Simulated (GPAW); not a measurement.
# GaAs (F-43m) in GPAW: notebook

Aim: see how the results for GaAs move with the level of theory and the settings. Levels: PBE, BP86+D4, SCAN. Tasks: band structure, equation of state.

Program: GPAW 26.7.0. These are calculated values, not measurements. Logs are shortened: lines on timing, memory, paths and dates and some standing lists are left out, and cuts for length are marked. The log counts tension as positive stress, the text compression.

**What was measured.**

From “Evidence of valence band perturbations in GaAsN/GaAs(001): A combined variable-angle spectroscopic ellipsometry and modulated photoreflectance investigation”, 2008, arxiv:0805.2212, for a bulk crystal of GaAs at 300 K: band gap 1.418 ± 0.005 eV (direct); band gap 1.412 ± 0.01 eV (direct).

How close the calculation comes is told below.

## Step 1: The structure

Symmetry: F-43m, No. 216, cubic system. The conventional cell has a = 5.654 Å, b = 5.654 Å, c = 5.654 Å, α = 90.00°, β = 90.00°, γ = 90.00°. As (site symmetry -43m) has 4 Ga at 2.45 Å as nearest neighbours. Ga (site symmetry -43m) is surrounded by 4 As at 2.45 Å.

## Step 2: Band structure, PBE

File run.py:

```python
import spglib
from ase import Atoms
from ase.dft.bandgap import bandgap
from ase.io import read, write
from gpaw import GPAW

atoms = read('GaAs.cif')
cell, positions, numbers = spglib.find_primitive(
    (atoms.cell[:], atoms.get_scaled_positions(), atoms.numbers), symprec=1e-4)
atoms = Atoms(numbers, cell=cell, scaled_positions=positions, pbc=True)

calc = GPAW(mode='lcao',
            h=0.2,
            basis='sz(dzp)',
            xc='PBE',
            kpts={'size': (8, 8, 8), 'gamma': True},
            occupations={'name': 'fermi-dirac', 'width': 0.05},
            convergence={'density': 1e-05, 'energy': 1e-05},
            maxiter=150,
            txt='gpaw.txt')
atoms.calc = calc
energy = atoms.get_potential_energy()
forces = atoms.get_forces()
calc.write('gs.gpw')
write('result.traj', atoms)
print(f'Energy: {energy:.6f} eV')
print('Forces (eV/A):')
print(forces.round(4))
print('Fermi level:', round(calc.get_fermi_level(), 4), 'eV')
print(f'Gap: {bandgap(calc)[0]:.4f} eV, direct: {bandgap(calc, direct=True)[0]:.4f} eV')

path = atoms.cell.bandpath('GXWKGLUWLK,UX', npoints=100, eps=1e-4)
bs_calc = calc.fixed_density(kpts=path, symmetry='off', txt='bands.txt')
bs = bs_calc.band_structure()
bs.write('bs.json')
print(f'Gap on the path: {bandgap(bs_calc)[0]:.4f} eV')
```

File GaAs.cif:

```cif
data_GaAs
_cell_length_a 5.65370000
_cell_length_b 5.65370000
_cell_length_c 5.65370000
_cell_angle_alpha 90.00000000
_cell_angle_beta 90.00000000
_cell_angle_gamma 90.00000000
_space_group_name_H-M_alt 'F-43m'
_space_group_name_Hall 'F -4 2 3'
_space_group_IT_number 216
loop_
_space_group_symop_operation_xyz
'x,y,z'
'y,-x,-z'
'-x,-y,z'
'-y,x,-z'
'x,-y,-z'
'y,x,z'
'-x,y,-z'
'-y,-x,z'
'z,x,y'
'-z,y,-x'
'z,-x,-y'
'-z,-y,x'
'-z,x,-y'
'z,y,x'
'-z,-x,y'
'z,-y,-x'
'y,z,x'
'-x,-z,y'
'-y,z,-x'
'x,-z,-y'
'-y,-z,x'
'x,z,y'
'y,-z,-x'
'-x,z,-y'
'x,y+1/2,z+1/2'
'y,-x+1/2,-z+1/2'
'-x,-y+1/2,z+1/2'
'-y,x+1/2,-z+1/2'
'x,-y+1/2,-z+1/2'
'y,x+1/2,z+1/2'
'-x,y+1/2,-z+1/2'
'-y,-x+1/2,z+1/2'
'z,x+1/2,y+1/2'
'-z,y+1/2,-x+1/2'
'z,-x+1/2,-y+1/2'
'-z,-y+1/2,x+1/2'
'-z,x+1/2,-y+1/2'
'z,y+1/2,x+1/2'
'-z,-x+1/2,y+1/2'
'z,-y+1/2,-x+1/2'
'y,z+1/2,x+1/2'
'-x,-z+1/2,y+1/2'
'-y,z+1/2,-x+1/2'
'x,-z+1/2,-y+1/2'
'-y,-z+1/2,x+1/2'
'x,z+1/2,y+1/2'
'y,-z+1/2,-x+1/2'
'-x,z+1/2,-y+1/2'
'x+1/2,y,z+1/2'
'y+1/2,-x,-z+1/2'
'-x+1/2,-y,z+1/2'
'-y+1/2,x,-z+1/2'
'x+1/2,-y,-z+1/2'
'y+1/2,x,z+1/2'
'-x+1/2,y,-z+1/2'
'-y+1/2,-x,z+1/2'
'z+1/2,x,y+1/2'
'-z+1/2,y,-x+1/2'
'z+1/2,-x,-y+1/2'
'-z+1/2,-y,x+1/2'
'-z+1/2,x,-y+1/2'
'z+1/2,y,x+1/2'
'-z+1/2,-x,y+1/2'
'z+1/2,-y,-x+1/2'
'y+1/2,z,x+1/2'
'-x+1/2,-z,y+1/2'
'-y+1/2,z,-x+1/2'
'x+1/2,-z,-y+1/2'
'-y+1/2,-z,x+1/2'
'x+1/2,z,y+1/2'
'y+1/2,-z,-x+1/2'
'-x+1/2,z,-y+1/2'
'x+1/2,y+1/2,z'
'y+1/2,-x+1/2,-z'
'-x+1/2,-y+1/2,z'
'-y+1/2,x+1/2,-z'
'x+1/2,-y+1/2,-z'
'y+1/2,x+1/2,z'
'-x+1/2,y+1/2,-z'
'-y+1/2,-x+1/2,z'
'z+1/2,x+1/2,y'
'-z+1/2,y+1/2,-x'
'z+1/2,-x+1/2,-y'
'-z+1/2,-y+1/2,x'
'-z+1/2,x+1/2,-y'
'z+1/2,y+1/2,x'
'-z+1/2,-x+1/2,y'
'z+1/2,-y+1/2,-x'
'y+1/2,z+1/2,x'
'-x+1/2,-z+1/2,y'
'-y+1/2,z+1/2,-x'
'x+1/2,-z+1/2,-y'
'-y+1/2,-z+1/2,x'
'x+1/2,z+1/2,y'
'y+1/2,-z+1/2,-x'
'-x+1/2,z+1/2,-y'
loop_
_atom_site_label
_atom_site_type_symbol
_atom_site_symmetry_multiplicity
_atom_site_Wyckoff_symbol
_atom_site_fract_x
_atom_site_fract_y
_atom_site_fract_z
_atom_site_occupancy
As1 As 4 c 0.2500000000 0.2500000000 0.2500000000 1
Ga1 Ga 4 a 0.0000000000 0.0000000000 0.0000000000 1
```

Potentials or basis: GPAW PAW data sets (gpaw-data 1.2.1), lcao:sz(dzp).

Command:

```console
$ OMP_NUM_THREADS=1 python run.py
```

gpaw.txt:

```text
__  _  _
 | _ |_)|_||  |
 |__||  | ||/\| - 26.7.0

Input parameters:
  mode=LCAO(),
  basis={'default': 'sz(dzp)'},
  convergence={'density': 1e-05, 'energy': 1e-05},
  h=0.2,
  kpts=MonkhorstPack(size=(8, 8, 8), gamma=True),
  maxiter=150,
  occupations=Occupations(name='fermi-dirac', width=0.05),
  xc=XC(name='PBE')

           As

       Ga

Atoms  # Å, Bohr magnetons
|   | symbol |        x |        y |        z |    initial magnetic moments |
|---|--------|----------|----------|----------|-----------------------------|
| 0 |     As | 1.413425 | 1.413425 | 1.413425 | ( 0.0000,  0.0000,  0.0000) |
| 1 |     Ga | 0.000000 | 0.000000 | 0.000000 | ( 0.0000,  0.0000,  0.0000) |

Unit cell  # Å
| periodic |        x |        y |        z |  lengths |    angles |
|----------|----------|----------|----------|----------|-----------|
|      yes | 0.000000 | 2.826850 | 2.826850 | 3.997770 | 60.000000 |
|      yes | 2.826850 | 0.000000 | 2.826850 | 3.997770 | 60.000000 |
|      yes | 2.826850 | 2.826850 | 0.000000 | 3.997770 | 60.000000 |

Number of symmetries: 24
Symmetry operations  # r_c * U_cc + t_c -> r_c
|    | kind |            matrix            |
|----|------|------------------------------|
|  0 |  E   |  1, 0, 0,  0, 1, 0,  0, 0, 1 |
|  1 |  σ   |  1, 0, 0,  0, 0, 1,  0, 1, 0 |
|  2 |  σ   |  1, 0,-1,  0, 1,-1,  0, 0,-1 |
|  3 |  C3  |  1, 0,-1,  0, 0,-1,  0, 1,-1 |
|  4 |  C3  |  1,-1, 0,  0,-1, 1,  0,-1, 0 |
|  5 |  σ   |  1,-1, 0,  0,-1, 0,  0,-1, 1 |
|  6 |  σ   |  0, 1, 0,  1, 0, 0,  0, 0, 1 |
|  7 |  C3  |  0, 1, 0,  0, 0, 1,  1, 0, 0 |
|  8 |  C2  |  0, 1,-1,  1, 0,-1,  0, 0,-1 |
|  9 |  S4  |  0, 1,-1,  0, 0,-1,  1, 0,-1 |
| 10 |  C3  |  0, 0, 1,  1, 0, 0,  0, 1, 0 |
| 11 |  σ   |  0, 0, 1,  0, 1, 0,  1, 0, 0 |
| 12 |  S4  |  0, 0,-1,  1, 0,-1,  0, 1,-1 |
| 13 |  C3  |  0, 0,-1,  0, 1,-1,  1, 0,-1 |
| 14 |  S4  |  0,-1, 1,  1,-1, 0,  0,-1, 0 |
| 15 |  C2  |  0,-1, 1,  0,-1, 0,  1,-1, 0 |
| 16 |  C3  |  0,-1, 0,  1,-1, 0,  0,-1, 1 |
| 17 |  S4  |  0,-1, 0,  0,-1, 1,  1,-1, 0 |
| 18 |  S4  | -1, 1, 0, -1, 0, 1, -1, 0, 0 |
| 19 |  C3  | -1, 1, 0, -1, 0, 0, -1, 0, 1 |
| 20 |  C3  | -1, 0, 1, -1, 1, 0, -1, 0, 0 |
| 21 |  S4  | -1, 0, 1, -1, 0, 0, -1, 1, 0 |
| 22 |  σ   | -1, 0, 0, -1, 1, 0, -1, 0, 1 |
| 23 |  C2  | -1, 0, 0, -1, 0, 1, -1, 1, 0 |

BZ-sampling:
  Number of BZ points: 512
  Number of IBZ points: 29

  Monkhorst-Pack size: [8, 8, 8]
  Monkhorst-Pack shift: [0.0625, 0.0625, 0.0625]

K-points  # in reciprocal-cell coordinates
|     |                                coordinates |     weight |
|-----|--------------------------------------------|------------|
|   0 | (  0.00000000,   0.00000000,   0.00000000) | 0.00195312 |
|   1 | (  0.12500000,   0.12500000,   0.00000000) | 0.01171875 |
|   2 | (  0.12500000,   0.12500000,   0.12500000) | 0.01562500 |
|   3 | (  0.25000000,   0.12500000,   0.12500000) | 0.02343750 |
|   4 | (  0.25000000,   0.25000000,   0.00000000) | 0.01171875 |
|   5 | (  0.25000000,   0.25000000,   0.12500000) | 0.04687500 |
|   6 | (  0.25000000,   0.25000000,   0.25000000) | 0.01562500 |
|   7 | (  0.37500000,   0.25000000,  -0.37500000) | 0.04687500 |
|   8 | (  0.37500000,   0.25000000,   0.12500000) | 0.04687500 |
|   9 | (  0.37500000,   0.25000000,   0.25000000) | 0.04687500 |
| ... |                                            |            |
|  28 | (  0.50000000,   0.50000000,   0.50000000) | 0.00781250 |

basis functions: 8
Spin-components: 1 (collinear spins)
Bands:           8
[... 218 lines left out ...]
    |   4p |  3.000 |      -5.196 |    1.058 |
    |    s |        |      12.725 |    1.058 |
    |    p |        |      22.016 |    1.058 |
    |    d |        |       0.000 |    1.058 |

    LCAO basis set for As:
      Name: sz(dzp)
      File: <dir>
      Number of radial functions: 2
      Number of spherical harmonics: 4
        l=0, rc=6.1250 Bohr: 4s-sz confined orbital
        l=1, rc=7.9531 Bohr: 4p-sz confined orbital
      Number of RI-basis functions 0

  Ga:
    name:    Gallium
    Z:       31.0
    valence: 3
    core:    28
    charge:  0.0  # [|e|]
    compensation charges:
      type: gauss
      rc: 0.37  # [Å]
      lmax: 2
    cutoffs:
      filter: 2.06  # [Å]
      core: 4.17  # [Å]
    projectors
    | kind |    occ | energy [eV] | rcut [Å] |
    |------|--------|-------------|----------|
    |   4s |  2.000 |      -8.945 |    1.164 |
    |   4p |  1.000 |      -2.580 |    1.164 |
    |    s |        |      18.266 |    1.164 |
    |    p |        |      24.631 |    1.164 |
    |    d |        |       0.000 |    1.164 |

    LCAO basis set for Ga:
      Name: sz(dzp)
      File: <dir>
      Number of radial functions: 2
      Number of spherical harmonics: 4
        l=0, rc=7.2656 Bohr: 4s-sz confined orbital
        l=1, rc=10.3438 Bohr: 4p-sz confined orbital
      Number of RI-basis functions 0

Reference energy: -114387.645129  # eV

eigensolver:
  <gpaw.new.lcao.eigensolver.LCAOEigensolver object>
density mixing:
  MSR1-Mixer
  Pratt-step length: 0.05
  Maximum mixing coefficient: 0.75
  Old densities: 10
  SVD Regularization: 0.005
  Good broyden scale: 1.0
  Trust region scale: 1.0
  Backstep threshold: 4.0
  History deletion threshold: 6.0
  Fourier metric: weight=20.0, sigma=0.015

occupation numbers:
  Fermi-Dirac:
    width: 0.0500  # eV

FastPoissonSolver using
    Stencil: 12*3+1=37 point O(h^6) finite-difference Laplacian
    FFT axes: [np.int64(0), np.int64(1), np.int64(2)]
    FST axes: []

xc functional:
  name: PBE with 2 nearest neighbor stencil
interpolation: tri-quintic # 5. degree polynomial

convergence criteria:
- Maximum integral of absolute [dens]ity change: 1e-05 electrons / valence electron
- Maximum [total energy] change in last 3 cyles: 1e-05 eV / valence electron
- Maximum integral of absolute [eigenst]ate change: 4e-08 eV^2 / valence electron
maximum number of iterations: 150

SCF iterations
|iter     | |      energy | eigst |  dens |
|---------|-|-------------|-------|-------|
|iter:   1| |   -7.549032 |      c|       |
|iter:   2| |   -7.539577 |      c| -1.03 |
|iter:   3| |   -7.488481 |      c| -1.06 |
|iter:   4| |   -7.486971 |      c| -1.66 |
|iter:   5| |   -7.486930 |      c| -2.34 |
|iter:   6| |   -7.486929c|      c| -3.54 |
|iter:   7| |   -7.486929c|      c| -4.13 |
|iter:   8| |   -7.486929c|      c| -6.20c|

Converged in 8 steps
Energy contributions relative to reference atoms: (reference = -114387.645129)

Energy contributions:
  Kinetic:          16.476002
  Coulomb:         -14.186006
  Zero:              0.036659
  External:          0.000000
  Xc:               -9.813570
  Entropy:          -0.000029
  Spinorbit:         0.000000
  ----------------------------
  Free energy:      -7.486943
  Extrapolated:     -7.486929

dipole moment: (-18.176932, -18.176932, -18.176932)  # |e|*Ang

Fermi level: 4.982
Eigenvalues  # (at kpt = [0.000, 0.000, 0.000])
| band index |      eig [eV] | occ [0-2] |
|------------|---------------|-----------|
|          0 |        -8.066 |     2.000 |
|          1 |         4.703 |     1.992 |
|          2 |         4.703 |     1.992 |
|          3 |         4.703 |     1.992 |
|          4 |         5.203 |     0.024 |
|          5 |         9.028 |     0.000 |
|          6 |         9.028 |     0.000 |
|          7 |         9.028 |     0.000 |

Gap: 0.500 eV
Transition (v -> c):
  (s=0, k=0, n=3, [0.00, 0.00, 0.00]) -> (s=0, k=0, n=4, [0.00, 0.00, 0.00])
No difference between direct/indirect transitions

Forces  # eV/Ang
|       x |        y |       z |
|---------|----------|---------|
| 0.00000 |  0.00000 | 0.00000 |  # As   0
| 0.00000 | -0.00000 | 0.00000 |  # Ga   1

# Writing to gs.gpw (mode='')
```

It took 12 s on 1 thread of Intel Xeon Platinum 8488C (Sapphire Rapids), shared host; peak memory 0.15 GiB.

These settings aren't checked as converged: the numbers below hold their error.

What came out:

| Quantity | Value |
| --- | --- |
| Free energy | -7.4869 eV |
| Band gap on the k mesh | 0.50 eV, direct |
| Band gap along the path | 0.50 eV, direct |

Caveat: the real-space grid adds noise to forces; the basis of atomic orbitals isn't converged, which shifts pressures, moduli and gaps.

## Step 3: Equation of state, BP86+D4

File run.py:

```python
from ase import Atoms
from ase.calculators.mixing import SumCalculator
from ase.eos import EquationOfState
from ase.io import Trajectory
from ase.units import GPa
from dftd4.ase import DFTD4
from gpaw import GPAW, PW, setup_paths

setup_paths.insert(0, '.')

atoms = Atoms(['As', 'Ga'],
              cell=[[0.0, 2.82685, 2.82685],
                    [2.82685, 0.0, 2.82685],
                    [2.82685, 2.82685, 0.0]],
              scaled_positions=[[0.75, 0.75, 0.75],
                                [0.0, 0.0, 0.0]],
              pbc=True)

traj = Trajectory('eos.traj', 'w')
volumes, energies = [], []
for x in [0.94, 0.96, 0.98, 1.0, 1.02, 1.04, 1.06]:
    a = atoms.copy()
    a.set_cell(atoms.cell * x**(1 / 3), scale_atoms=True)
    calc = GPAW(mode=PW(600),
                xc='GGA_X_B88+GGA_C_P86',
                kpts={'size': (8, 8, 8), 'gamma': True},
                occupations={'name': 'fermi-dirac', 'width': 0.05},
                nbands=11,
                convergence={'density': 1e-05, 'energy': 1e-05},
                maxiter=150,
                txt=f'eos-{x:.2f}.txt')
    a.calc = SumCalculator([calc, DFTD4(method='bp')])
    energies.append(a.get_potential_energy())
    volumes.append(a.get_volume())
    p = -a.get_stress()[:3].mean() / GPa
    calc.write(f'eos-{x:.2f}.gpw')
    traj.write(a)
    print(f'{x:.2f} {volumes[-1]:10.4f} A^3 {energies[-1]:14.6f} eV {p:9.3f} GPa', flush=True)

v0, e0, B = EquationOfState(volumes, energies, eos='birchmurnaghan').fit()
print(f'V0 = {v0:.4f} A^3, E0 = {e0:.6f} eV, B0 = {B / GPa:.2f} GPa')
```

Potentials or basis: PAW data sets generated in the run's folder for this functional, pw.

Command:

```console
$ gpaw-setup -f GGA_X_B88+GGA_C_P86 As Ga
$ OMP_NUM_THREADS=1 python run.py
```

Run time: 55 s. Hardware: 1 thread of Intel Xeon Platinum 8488C (Sapphire Rapids), shared host; peak memory 0.2 GiB.

Results (log left out):

- Equilibrium volume: 22.43 Å³/atom
- Bulk modulus: 76 GPa
- Pressure derivative of the bulk modulus: 4.9

Energy against volume, from the lowest point:
| volume (Å³/atom) | energy (meV/atom) |
| --- | --- |
| 21.234 | 16.58 |
| 21.686 | 6.01 |
| 22.138 | 0.69 |
| 22.590 | 0.00 |
| 23.041 | 3.50 |
| 23.493 | 10.66 |
| 23.945 | 21.08 |

## Step 4: Band structure, SCAN, spin-orbit coupling, no magnetisation

File run.py:

```python
import numpy as np
from ase.dft.bandgap import bandgap
from ase.io import read, write
from ase.units import GPa
from gpaw import GPAW, PW
from gpaw.spinorbit import soc_eigenstates

atoms = read('POSCAR')

calc = GPAW(mode=PW(600),
            xc='MGGA_X_SCAN+MGGA_C_SCAN',
            kpts={'size': (8, 8, 8), 'gamma': True},
            occupations={'name': 'fermi-dirac', 'width': 0.05},
            nbands=11,
            convergence={'density': 1e-05, 'energy': 1e-05},
            maxiter=150,
            txt='gpaw.txt')
atoms.calc = calc
energy = atoms.get_potential_energy()
forces = atoms.get_forces()
stress = atoms.get_stress()
calc.write('gs.gpw')
write('result.traj', atoms)
print(f'Energy: {energy:.6f} eV')
print('Forces (eV/A):')
print(forces.round(4))
print('Stress (GPa):', (stress / GPa).round(3))
print('Fermi level:', round(calc.get_fermi_level(), 4), 'eV')
print(f'Gap: {bandgap(calc)[0]:.4f} eV, direct: {bandgap(calc, direct=True)[0]:.4f} eV')

path = atoms.cell.bandpath('GXWKGLUWLK,UX', npoints=80, eps=1e-4)
bs_calc = calc.fixed_density(kpts=path, symmetry='off', nbands=21,
                             convergence={'bands': 'CBM+6.0', 'eigenstates': 1e-6}, txt='bands.txt')
bs = bs_calc.band_structure()
bs.write('bs.json')
print(f'Gap on the path: {bandgap(bs_calc)[0]:.4f} eV')

soc = soc_eigenstates(bs_calc, theta=90, phi=0, ignore_xc_potential=True)
np.savetxt('soc_bands.dat', soc.eigenvalues(), fmt='%.4f')
mesh = soc_eigenstates('gs.gpw', theta=90, phi=0, ignore_xc_potential=True)
np.savetxt('soc_mesh.dat', mesh.eigenvalues(), fmt='%.4f')
print('Fermi level with spin-orbit coupling:', round(mesh.fermi_level, 4), 'eV')
```

File POSCAR:

```
GaAs
1.0
    0.0000000000      2.8268500000      2.8268500000
    2.8268500000      0.0000000000      2.8268500000
    2.8268500000      2.8268500000      0.0000000000
As Ga
1 1
Direct
    0.7500000000      0.7500000000      0.7500000000
    0.0000000000      0.0000000000      0.0000000000
```

Potentials or basis: GPAW PAW data sets (gpaw-data 1.2.1), pw.

Command:

```console
$ OMP_NUM_THREADS=1 python run.py
```

Run time: 64 s. Hardware: 1 thread of Intel Xeon Platinum 8488C (Sapphire Rapids), shared host; peak memory 0.33 GiB.

It converged, with:

* Free energy: -34.6463 eV
* Pressure: 0.8 GPa
* Band gap on the k mesh: 0.74 eV, direct
* Band gap along the path: 0.74 eV, direct

Levels at the corners of the path, in eV from the valence-band top:
```
point  band 6  band 7  band 8  band 9  band 10  band 11
    Γ    0.00    0.00    0.00    0.74     0.74     3.76
    X   -2.92   -2.84   -2.84    1.57     1.57     1.81
    W   -3.70   -3.56   -3.52    4.80     4.93     4.99
    K   -4.05   -2.45   -2.45    2.11     2.11     4.86
    Γ    0.00    0.00    0.00    0.74     0.74     3.76
    L   -1.41   -1.19   -1.19    1.16     1.16     4.80
    U   -4.05   -2.45   -2.45    2.11     2.11     4.86
    W   -3.70   -3.56   -3.52    4.80     4.93     4.99
    L   -1.41   -1.19   -1.19    1.16     1.16     4.80
    K   -4.05   -2.45   -2.45    2.11     2.11     4.86
    U   -4.05   -2.45   -2.45    2.11     2.11     4.86
    X   -2.92   -2.84   -2.84    1.57     1.57     1.81
```

Caveat: spin-orbit coupling was added after a scalar SCF, so levels and gaps hold it while energy, forces, pressure and moments don't; this program's spin-orbit splittings come out too wide for heavy elements; the PAW data sets were made with another functional, which shifts forces and pressure a little.

(Continued in part 2 of 2.)
